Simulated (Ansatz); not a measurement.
**KF: energy and pressure over a range of volumes**

An exercise on one series of results from a longer session: the logs are not shown, and one member is left open.

Program: Ansatz 0.2.0. Level of theory: DFT PBE, scalar-relativistic. These are calculated values, not measurements.

**The system as given**

Symmetry: Fm-3m, No. 225, cubic system. Conventional cell: a = 5.347 Å, b = 5.347 Å, c = 5.347 Å, α = 90.00°, β = 90.00°, γ = 90.00°. K (site symmetry m-3m) has 6 F at 2.67 Å as nearest neighbours. F (site symmetry m-3m) is surrounded by 6 K at 2.67 Å.

Structure file:

```
K F
1.0
     0.00000    2.67350    2.67350
     2.67350    0.00000    2.67350
     2.67350    2.67350    0.00000
K F
1 1
Direct
  0.00000 0.00000 0.00000
  0.50000 0.50000 0.50000
```

The cell is a deposited one (Crystallography Open Database entry 9008652); the temperature and pressure of the measurement aren't taken into account, and nothing was relaxed.

Atoms are numbered in the order of the input: K1, F2.

Set-up of the first run:

input.yaml

```yaml
crystal:
  lattice:
    - [0.0, 2.6193877275, 2.6193877275]
    - [2.6193877275, 0.0, 2.6193877275]
    - [2.6193877275, 2.6193877275, 0.0]
  atoms:
    - { symbol: K, position: [0.0, 0.0, 0.0] }
    - { symbol: F, position: [0.5, 0.5, 0.5] }
kpoints:
  mp_grid: { grid: [9, 9, 9] }
scf:
  occupations: { method: fermi_dirac, width: 0.01 }
hamiltonian:
  xc: pbe
  pseudopotentials: { kind: all_electron, lapw: { basis_error: 0.001 } }
output:
  forces: true
  stress: true
  eigenvalues: true
```

Command:

```sh
> ansatz run input.yaml --threads 1 --pin off --max-ram 2048MiB --backend cpu --events-out ev --progress --plain --runs-dir out
```

Among the steps run: Volume × 0.9405, LAPW; Volume × 0.9405, PAW; Volume × 0.9405, crystal datasets; Volume × 0.97, LAPW; Volume × 0.97, PAW; Volume × 1.03, LAPW; Volume × 1.03, PAW; Volume × 1.06, LAPW; Volume × 1.06, PAW; Volume × 1.06, crystal datasets.

One of the session's tables, all rows but one given; the rest of the session is left out.

It belongs to the step «The equation of state». 

| method | volume (Å³/atom) | pressure (GPa) | gap on the k mesh (eV) |
| --- | --- | --- | --- |
| LAPW | 17.972 | 3.80 | 6.50 |
| LAPW | 18.536 | 2.46 | 6.33 |
| LAPW | 19.109 | 1.32 | 6.17 |
| LAPW | 19.682 | 0.34 | 6.02 |
| LAPW | 20.256 | -0.48 | 5.87 |
| PAW | 17.972 | ? | ? |
| PAW | 18.536 | 2.46 | 6.34 |
| PAW | 19.109 | 1.31 | 6.17 |
| PAW | 19.682 | 0.34 | 6.02 |
| PAW | 20.256 | -0.48 | 5.88 |
| crystal datasets | 17.972 | 3.80 | 6.50 |
| crystal datasets | 19.109 | 1.31 | 6.17 |
| crystal datasets | 20.256 | -0.48 | 5.87 |

Q: Estimate the row for PAW, 17.972 from the others.

**Answer.** pressure (GPa): 3.80; gap on the k mesh (eV): 6.51.

Limits of these values: Warnings in the runs' records: crystal datasets made.
